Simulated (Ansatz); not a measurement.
# GaN: the cost of one run

Method: DFT PBEsol, scalar-relativistic, plane waves, PAW, in Ansatz 0.2.0.

5 further runs of the same task are left out: 5 set aside as unsound or not needed.

## Step 1: Starting point

Symmetry: P6_3mc, No. 186, hexagonal system. The conventional cell has a = 3.230 Å, b = 3.230 Å, c = 5.214 Å, α = 90.00°, β = 90.00°, γ = 120.00°. Zn (site symmetry 3m) is surrounded by 4 O at 1.97 to 1.98 Å. O (site symmetry 3m) is surrounded by 4 Zn at 1.97 to 1.98 Å.

Coordinates:

```
CELL_PARAMETERS angstrom
3.23002 0.00000 0.00000
-1.61501 2.79728 0.00000
0.00000 0.00000 5.21430
ATOMIC_POSITIONS crystal
Zn 0.33333 0.66667 0.00158
Zn 0.66667 0.33333 0.50158
O 0.33333 0.66667 0.38052
O 0.66667 0.33333 0.88052
```

This cell was relaxed beforehand with the same method: volume 11.78 Å³/atom, gap on the mesh 0.70 eV.

## Step 2: The film's bulk: GaN

Relaxed beforehand at this level: -2061.4235 eV/atom, gap on the mesh 1.88 eV.

```cif
data_structure
_symmetry_space_group_name_H-M 'P6_3mc'
_symmetry_Int_Tables_number 186
_cell_length_a 3.1826
_cell_length_b 3.1826
_cell_length_c 5.1854
_cell_angle_alpha 90.000
_cell_angle_beta 90.000
_cell_angle_gamma 120.000
_cell_volume 45.49
loop_
_atom_site_label
_atom_site_type_symbol
_atom_site_symmetry_multiplicity
_atom_site_Wyckoff_symbol
_atom_site_fract_x
_atom_site_fract_y
_atom_site_fract_z
_atom_site_occupancy
Ga1 Ga 2 b 0.33333 0.66667 0.99919 1
N1 N 2 b 0.33333 0.66667 0.37581 1
```

The bulk reference of ZnO, the base, comes from a run made before at the same settings: -1921.0645 eV/atom.

## Step 3: The film's bulk on the base's lattice

The (001) plane of GaN is fitted to the (001) plane of ZnO, a strain of +1.5 % along x and +1.5 % along y; the third vector and the atoms relax.

Contents of input.yaml:

```yaml
crystal:
  lattice:
    - [3.2300235096, 0.0, 0.0]
    - [-1.6150117548, 2.7972824142, 0.0]
    - [0.0, 0.0, 5.0941599279]
  atoms:
    - { symbol: Ga, position: [0.3333333333, 0.6666666667, -0.000805893] }
    - { symbol: Ga, position: [0.6666666667, 0.3333333333, 0.499194107] }
    - { symbol: "N", position: [0.3333333333, 0.6666666667, 0.375805893] }
    - { symbol: "N", position: [0.6666666667, 0.3333333333, 0.875805893] }
basis:
  ecutwfc: 420
kpoints:
  mp_grid: { grid: [9, 9, 5] }
hamiltonian:
  xc: pbesol
scf:
  occupations: { method: gaussian, width: 0.02 }
output:
  forces: true
  stress: true
  eigenvalues: true
relax:
  adjacent_minimum: "off"
  f_tol: 0.01
  max_steps: 50
  cell: { fix: [a, b, gamma], stress_tol: 0.1 }
```

Started as:

```sh
> ansatz run input.yaml --threads 2 --pin off --max-ram 5120MiB --backend cpu --events-out ev --progress --plain --runs-dir out
```

Q: Estimate wall time and peak memory on 2 threads of Intel Xeon Platinum 8488C (Sapphire Rapids), shared host.

About 14 s, with a peak of 0.43 GiB.
